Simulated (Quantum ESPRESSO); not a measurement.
# HfC: phonon dispersion with PBEsol

The system is HfC.

```
CELL_PARAMETERS angstrom
0.00000 2.32500 2.32500
2.32500 0.00000 2.32500
2.32500 2.32500 0.00000
ATOMIC_POSITIONS crystal
Hf 0.50000 0.50000 0.50000
C 0.00000 0.00000 0.00000
```

| Item | Value |
| --- | --- |
| Program | Quantum ESPRESSO 7.5 |
| Task | phonon dispersion |
| Functional | PBEsol |
| Potentials or basis | GBRV 1.5 PBEsol |
| Cutoff | 612 eV |
| Density cutoff | 4898 eV |
| k mesh | 10 × 10 × 10 |
| Occupations | cold, width 0.2 eV |
| Spin | no spin polarisation |
| Mixing beta | 0.5 |
| Most SCF iterations | 120 |
| SCF threshold | 4e-10 Ry |
| q mesh | 2 × 2 × 2 |

The relaxed volume is 12.25 Å³/atom and the relaxed cell is a = 3.260 Å, b = 3.260 Å, c = 3.260 Å, α = 60.00°, β = 60.00°, γ = 60.00°. The space group after relaxing (to 0.05 Å) is Fm-3m (No. 225). The pressure after relaxing is -0.1 GPa and the band gap on the k mesh is none (metal or under the smearing width). The highest phonon frequency is 701 cm⁻¹ and the zero-point energy is 0.067 eV/atom.

Step by step:
| step | energy change (eV) | largest force (eV/Å) | pressure (GPa) | volume (Å³) |
| --- | --- | --- | --- | --- |
| 1 | 0.0000 | 0.0000 | -6.26 | 25.14 |
| 2 | -0.0121 | 0.0000 | 1.60 | 24.34 |
| 3 | -0.0128 | 0.0000 | -0.06 | 24.50 |
| 4 | -0.0128 | 0.0000 | 0.00 | 24.49 |

Final structure:
```cif
data_structure
_symmetry_space_group_name_H-M 'P 1'
_symmetry_Int_Tables_number 1
_cell_length_a 3.2598
_cell_length_b 3.2598
_cell_length_c 3.2598
_cell_angle_alpha 60.000
_cell_angle_beta 60.000
_cell_angle_gamma 60.000
_cell_volume 24.49
loop_
_atom_site_label
_atom_site_type_symbol
_atom_site_fract_x
_atom_site_fract_y
_atom_site_fract_z
_atom_site_occupancy
Hf1 Hf 0.50000 0.50000 0.50000 1
C1 C 0.00000 0.00000 0.00000 1
```

Levels at points of the mesh, in eV from the Fermi level:
```
             k point  band 6  band 7  band 8  band 9  band 10  band 11
  (0.00, 0.00, 0.00)    1.01    1.01    1.01    1.35     1.35     1.35
 (0.00, 0.00, -0.50)   -6.31   -3.10   -3.10    5.45     5.45     5.92
(0.00, -0.50, -0.50)   -2.58   -1.93   -0.08   -0.08     5.45     6.94
```

Phonon frequencies in cm⁻¹ (negative: imaginary):
| q point | frequencies |
| --- | --- |
| (0.000, 0.000, 0.000) | 0 0 0 451 451 451 |
| (0.318, 0.000, 0.318) | 145 145 181 517 517 570 |
| (0.500, 0.150, 0.650) | 161 169 193 526 542 586 |
| (0.346, 0.346, 0.692) | 143 189 196 525 594 596 |
| (0.144, 0.144, 0.288) | 95 123 162 491 517 559 |
| (0.091, 0.091, 0.091) | 47 47 77 460 460 474 |
| (0.409, 0.409, 0.409) | 134 134 234 552 552 684 |
| (0.589, 0.321, 0.589) | 143 174 211 531 575 627 |
| (0.500, 0.275, 0.725) | 161 183 188 537 576 582 |
| (0.500, 0.450, 0.550) | 138 143 239 557 562 692 |
| (0.431, 0.431, 0.639) | 141 162 222 540 570 652 |
| (0.562, 0.125, 0.562) | 153 165 196 507 524 583 |

Phonon frequencies at the corners of the path (cm⁻¹, interpolated; i marks imaginary ones):
```tsv
point	frequencies
Γ	0 0 0 451 451 451
X	155 155 197 502 502 579
W	164 184 184 539 576 576
K	147 187 192 520 574 592
L	138 138 242 561 561 701
U	147 187 192 520 574 592
```

Phonon states per cell in windows of 50 cm⁻¹ (negative: imaginary):
```
from (cm⁻¹)  total    Hf     C
          0   0.01  0.01  0.00
         50   0.10  0.10  0.00
        100   1.10  1.09  0.01
        150   1.25  1.25  0.00
        200   0.56  0.56  0.00
        250   0.00  0.00  0.00
        300   0.00  0.00  0.00
        350   0.00  0.00  0.00
        400   0.00  0.00  0.00
        450   0.14  0.00  0.14
        500   1.32  0.01  1.31
        550   0.92  0.00  0.92
        600   0.47  0.00  0.47
        650   0.15  0.00  0.15
```

Harmonic thermodynamics per atom at this volume (zero-point energy 67.2 meV, Debye temperature from the second moment 770 K):
| T (K) | free energy (meV) | entropy (k_B) | heat capacity Cv (k_B) |
| --- | --- | --- | --- |
| 50 | 67.1 | 0.12 | 0.36 |
| 100 | 65.6 | 0.58 | 1.01 |
| 200 | 56.4 | 1.54 | 1.79 |
| 298.15 | 39.8 | 2.35 | 2.27 |
| 500 | -12.9 | 3.64 | 2.68 |
| 800 | -125.2 | 4.95 | 2.87 |

Wall time 4.6 min on 4 MPI ranks on Arm Neoverse V2, on a shared host, peak memory 0.4 GiB a rank.

Caveat: the q mesh is small, so phonon branches between its points and thermal values are rough. The run has no spin-orbit coupling, so splittings on Hf are missing.
